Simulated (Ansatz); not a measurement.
# CuO (Cccm), a vibration from a frozen displacement

Level of theory: DFT PBE, scalar-relativistic, plane waves, PAW (Ansatz 0.2.0). The runs took a 420 eV cutoff, a Γ-centred 16×16×10 mesh and Gaussian smearing (0.15 eV). No spin polarisation. Energies are free energies at this smearing, counted from the undisturbed cell; pressure is positive in compression.

The starting cell (relaxed at this level; this form isn't the usual structure):

```xyz
4
Lattice="2.0821 -2.0879 0.0000 2.0821 2.0879 0.0000 0.0000 0.0000 5.1513" Properties=species:S:1:pos:R:3 pbc="T T T"
Cu    1.0411    1.0440    0.0000
Cu    1.0411   -1.0440    2.5756
O     2.0821    0.0000    1.2878
O     2.0821    0.0000    3.8634
```

Every Cu atom is moved by x along the Cartesian unit vector (0.707, 0.707, 0.000); the cell and all other atoms stay fixed. The cell's volume is 44.79 Å³; the moved atoms weigh 127.092 u together and the others 31.998 u.

| x (Å) | ΔE (meV/cell) | total force on the moved atoms along the move (eV/Å) | pressure (GPa) |
| --- | --- | --- | --- |
| -0.2000 | 363.15 | 3.6992 | 2.8386 |
| -0.1000 | 89.91 | 1.7979 | 0.7011 |
| 0.0000 | 0.00 | 0.0000 | 0.0058 |
| 0.0500 | 22.51 | -0.8997 | 0.1806 |
| 0.1500 | 202.75 | -2.7236 | 1.5738 |

Problem. What frequency belongs to this motion?

Solution. The force constant is k = −dF/dx = 17.988 eV/Å², from the parabola through x = -0.1000, 0 and 0.0500. In every cell the moved atoms swing against the rest, so the mass is μ = m₁m₂/(m₁ + m₂) = 25.562 u, and ν̃ = 521.5 cm⁻¹ × √(|k|/μ) = 437 cm⁻¹. The pattern needn't be a normal mode: ν̃² is then a weighted mean of the squared nonzero frequencies at the zone centre of this cell, so it lies between the lowest and the highest of them.

Problem. How far does the harmonic law reach?

Solution. At x = -0.200 Å, kx²/2 = 359.77 meV against the computed 363.15 meV (+0.9 %): the well is still close to harmonic there.

No gap shows at this level, though a semilocal functional can close a small gap that the real compound has; without a gap these slopes depend on the k mesh and the smearing.

Cost: 5 runs of about 5.9 core-minutes in all, on Arm Neoverse V1 (shared hosts).

The restoring force shows that the cell resists this Cu-against-O displacement, with only slight stiffening at the largest amplitude. Inversion symmetry makes opposite displacements equivalent, so the cubic term vanishes and the leading anharmonicity is quartic. The coordinates place each Cu in a planar four-oxygen environment, but the two planes are differently oriented: one Cu moves out of its plane, the other within it. Only the in-plane motion changes Cu–O lengths to first order, so bond stretching there probably supplies most of the stiffness, while the out-of-plane part is mainly bending.

The pressure grows nearly with the square of the displacement, in both directions. The distorted cell therefore pushes outward, and expansion would soften this motion, as expected when longer Cu–O bonds weaken short-range repulsion and covalent overlap.

The gapless result conflicts with the antiferromagnetic, insulating character of ordinary CuO. Suppressed local moments on d⁹ Cu(II) and poorly described on-site correlation are the likely causes, and both could also alter the calculated stiffness.
